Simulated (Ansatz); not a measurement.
The system is Sc.

```xyz
2
Lattice="3.3090 0.0000 0.0000 -1.6545 2.8657 0.0000 0.0000 0.0000 5.2733" Properties=species:S:1:pos:R:3 pbc="T T T"
Sc    1.6545    0.9552    3.9550
Sc    0.0000    1.9105    1.3183
```

```yaml
Program: Ansatz 0.2.0
Task: relaxation of cell and atoms
Functional: PBEsol
Potentials_or_basis: Ansatz PAW
Cutoff: "420 eV (not typed: the program's choice for these potentials)"
k_mesh: 9 × 9 × 5
Occupations: fermi-dirac, width 0.05 eV
Spin: no spin polarisation
```

At the start: volume 25.00 Å³/atom.

Problem. How do energy, volume and symmetry change on relaxing?

Solution. It ends after 5 steps and the volume is 23.67 Å³/atom (-5.3 %); space group P6_3/mmc (No. 194, to 0.05 Å).

Step by step:
| step | energy change (eV) | largest force (eV/Å) | volume (Å³) |
| --- | --- | --- | --- |
| 1 | 0.0000 | 0.0000 | 50.00 |
| 2 | -0.0271 | 0.0000 | 46.80 |
| 3 | -0.0286 | 0.0000 | 47.34 |
| 4 | -0.0286 | 0.0000 | 47.34 |
| 5 | -0.0284 | 0.0000 | 47.34 |

Final structure:
```xyz
2
Lattice="3.2759 0.0000 0.0000 -1.6380 2.8370 0.0000 0.0000 0.0000 5.0938" Properties=species:S:1:pos:R:3 pbc="T T T"
Sc    1.6380    0.9457    3.8204
Sc    0.0000    1.8914    1.2735
```

Caveat: the plane-wave basis is chosen anew once the cell has moved, so the energies of steps on either side of that aren't comparable; the PAW data sets come from PBE, with cores solved anew for the run's functional, which leaves a small shift of forces and pressure.
